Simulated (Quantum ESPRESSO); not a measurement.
The system is CdS (Hawleyite).

```
Cd S
1.0
     0.00000    2.91650    2.91650
     2.91650    0.00000    2.91650
     2.91650    2.91650    0.00000
Cd S
1 1
Direct
  0.00000 0.00000 0.00000
  0.75000 0.75000 0.75000
```

```yaml
Program: Quantum ESPRESSO 7.5
Task: phonons
Functional: PBE
Potentials_or_basis: GBRV 1.5 PBE
Cutoff: 612 eV
Density_cutoff: 4898 eV
k_mesh: 6 × 6 × 6, shifted
Occupations: fermi-dirac, width 0.05 eV
Spin: no spin polarisation
Target_pressure: 10 GPa
Mixing_beta: 0.5
Most_SCF_iterations: 120
SCF_threshold: 4e-10 Ry
```

The cell and the atoms were relaxed first at 10 GPa, to 22.76 Å³/atom (a = 4.008 Å, b = 4.008 Å, c = 4.008 Å, α = 60.00°, β = 60.00°, γ = 60.00°), and the response was taken there.

The first run showed a gap, so the response started from a second, tighter run with fixed occupations.

How polar is the lattice: what are the Born charges, the two dielectric constants and the LO-TO splitting?

Born charges ±2.08 e; dielectric constants 6.10 (electrons alone) and 8.55 (static); transverse and longitudinal modes at 276 and 327 cm⁻¹.

Caveat: the cell is more than 3 GPa from zero pressure, which shifts response properties.
